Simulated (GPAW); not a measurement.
Runs of GPAW 26.7.0 on ZnS. Symmetry: F-43m, No. 216, cubic system. Conventional cell: a = 5.404 Å, b = 5.404 Å, c = 5.404 Å, α = 90.00°, β = 90.00°, γ = 90.00°. Zn (site symmetry -43m) is surrounded by 4 S at 2.34 Å. Around S (site symmetry -43m) lie 4 Zn at 2.34 Å. 

```csv
task,level,potentials or basis,cell,k mesh,cutoff (eV),maxiter,band path,band points,optimizer,fmax,mesh quality,gap on the mesh (eV),pressure (GPa),relaxed volume (Å³/atom)
band structure,RPBE,"the program's PAW data sets (release 1.2.1) made for this functional, pw",as given,9 × 9 × 9,600,150,"GXWKGLUWLK,UX",60,-,-,not flagged,2.27,(a),-
relaxation of cell and atoms,RPBE,"the program's PAW data sets (release 1.2.1) made for this functional, pw",relaxed,9 × 9 × 9,600,150,-,-,LBFGS,0.05 eV/Å,not flagged,2.03,0.2,20.92
relaxation of cell and atoms,PBEsol,"PAW data sets generated in the run's folder for this functional, pw",relaxed to 1 GPa,9 × 9 × 9,600,150,-,-,BFGS,0.01 eV/Å,not flagged,(b),1.0,-
relaxation of cell and atoms,LDA,"the program's PAW data sets (release 1.2.1) made for this functional, pw",relaxed,9 × 9 × 9,600,150,-,-,BFGS,0.05 eV/Å,not flagged,2.17,0.4,18.40
```

Alike in all rows: no spin polarisation; smearing fermi-dirac 0.05 eV.

Task: Estimate the missing entries.

Result: (a) 4.5; (b) 2.14.

Caveats: later steps reuse the first step's grids (some runs).

Runs at the PBE level aren't shown here.
